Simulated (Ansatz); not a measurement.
An ordered 8-atom cell of In3GaAs4 on the zincblende lattice (P-4m2), relaxed with r2SCAN. Space group P-4m2 (No. 115), tetragonal; a = 4.237 Å, c = 12.029 Å in the conventional setting, 26.99 Å³ an atom. Ga has 4 As at 2.50 Å; As has 2 Ga at 2.50 Å and 2 In at 2.63 Å; In has 4 As at 2.63 Å; As has 4 In at 2.63 Å.

```
Ga As In
1.0
     4.23706    0.00000    0.00000
     0.00000    4.23706    0.00000
     0.00000    0.00000   12.02911
Ga As In
1 4 3
Direct
  0.00000 0.00000 0.00000
  0.00000 0.50000 0.11102
  0.50000 0.00000 0.37057
  0.00000 0.50000 0.62943
  0.50000 0.00000 0.88898
  0.50000 0.50000 0.24123
  0.00000 0.00000 0.50000
  0.50000 0.50000 0.75877
```

3 runs of Ansatz on this cell differ in the functional (and in the settings that go with it). Levels are in eV from each run's valence top; v1 is the last filled band, c1 the first empty one.

Run A, mean stress +0.1 GPa (compression positive):

| point | v5 | v3 | v1 | c1 | c2 | c3 |
| --- | --- | --- | --- | --- | --- | --- |
| Γ | -1.41 | -0.07 | 0.00 | 0.49 | 2.09 | 2.31 |
| X | -1.09 | -1.03 | -0.93 | 1.35 | 1.69 | 3.07 |
| M | -3.13 | -2.55 | -2.46 | 2.11 | 2.11 | 2.51 |
| Z | -1.97 | -0.67 | -0.47 | 1.97 | 2.05 | 2.52 |

Run B, mean stress +2.2 GPa (compression positive):

| point | v5 | v3 | v1 | c1 | c2 | c3 |
| --- | --- | --- | --- | --- | --- | --- |
| Γ | -1.29 | -0.27 | 0.00 | 0.00 | 1.51 | 1.65 |
| X | -1.02 | -0.94 | -0.85 | 0.67 | 0.98 | 2.30 |
| M | -2.90 | -2.34 | -2.26 | 1.54 | 1.54 | 1.86 |
| Z | -1.92 | -0.62 | -0.44 | 1.33 | 1.42 | 1.87 |

Run C, mean stress 0.0 GPa (compression positive):

| point | v5 | v3 | v1 | c1 | c2 | c3 |
| --- | --- | --- | --- | --- | --- | --- |
| Γ | -1.33 | -0.10 | 0.00 | 0.16 | 1.78 | 1.92 |
| X | -1.05 | -0.97 | -0.88 | 1.00 | 1.35 | 2.64 |
| M | -2.98 | -2.42 | -2.33 | 1.82 | 1.82 | 2.15 |
| Z | -1.93 | -0.64 | -0.45 | 1.59 | 1.71 | 2.19 |

Q: Match the runs to PBE, r2SCAN, HSE06.

A: A is HSE06, B is PBE, C is r2SCAN. In order of the gap: PBE 0, r2SCAN 0.16, HSE06 0.49 eV.

No spin polarisation. The prototype was imposed, so other structures may be more stable.

No spin-orbit coupling is included; it can move band edges with weight on the heavy atoms by tenths of an eV.

The stress of a hybrid is loosely converged in these runs.

The meshes of the hybrids are coarse, so their gaps aren't converged to the digits shown.
